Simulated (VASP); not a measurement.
VASP inputs for AgCl (strained database structure)

INCAR

```
NSW = 0
ENCUT = 520
LELF = .TRUE.
NELM = 120
LWAVE = .FALSE.
PREC = Accurate
LASPH = .TRUE.
LREAL = .FALSE.
ISMEAR = -1
IBRION = -1
NBANDS = 26
ISIF = 2
EDIFF = 1E-7
SIGMA = 0.02
LCHARG = .TRUE.
GGA = PE
```

KPOINTS

```
KPOINTS created by Atomic Simulation Environment
0
Gamma
8 8 6
0 0 0
```

KPOINTS_OPT

```
special points
10
Reciprocal
0.0000000000 0.0000000000 0.0000000000 1
-0.5000000000 0.5000000000 0.0000000000 1
-0.2781134039 0.7218865961 0.0000000000 1
0.2781134039 0.2781134039 0.0000000000 1
0.0000000000 0.0000000000 0.5000000000 1
0.2781134039 0.2781134039 0.5000000000 1
-0.2781134039 0.7218865961 0.5000000000 1
-0.5000000000 0.5000000000 0.5000000000 1
0.0000000000 0.5000000000 0.0000000000 1
0.2447920000 0.2421880000 0.0000000000 1
```

POSCAR

```
Ag Cl
 1.0000000000000000
     1.9732523449999999   -5.8843150341000001    0.0000000000000000
     1.9732523449999999    5.8843150341000001    0.0000000000000000
     0.0000000000000000    0.0000000000000000    4.1750236408000001
 Ag  Cl
   2   2
Cartesian
  1.9732523449999999  1.5911420787393713  3.1312677306000003
  1.9732523449999999 -1.5911420787393713  1.0437559102000000
  1.9732523450000001 -4.3282783428719069  1.0437559102000000
  1.9732523450000001  4.3282783428719069  3.1312677306000003
```

VASP ran with the recommended PBE PAW datasets (36 valence electrons in the cell).

Question: Estimate the main results of this run.

Answer: gap between bands v and c 0.61 eV; least direct gap 1.70 eV; pressure -2.8 GPa; largest force 0.01 eV/Å.

Band v is the last that the valence electrons fill when counted band by band, and c is the next. Levels in eV from the top of v:

```
point    v−1      v     c   c+1
    Γ  -1.49  -1.08  0.61  2.92
    Y  -1.61  -1.26  2.14  2.95
  C_0  -0.11  -0.07  3.71  4.98
  Σ_0  -0.11  -0.07  3.71  4.98
    Z  -0.12  -0.12  4.27  4.27
  A_0  -1.18  -1.18  2.94  2.94
  E_0  -1.18  -1.18  2.94  2.94
    T  -0.16  -0.16  4.23  4.23
```
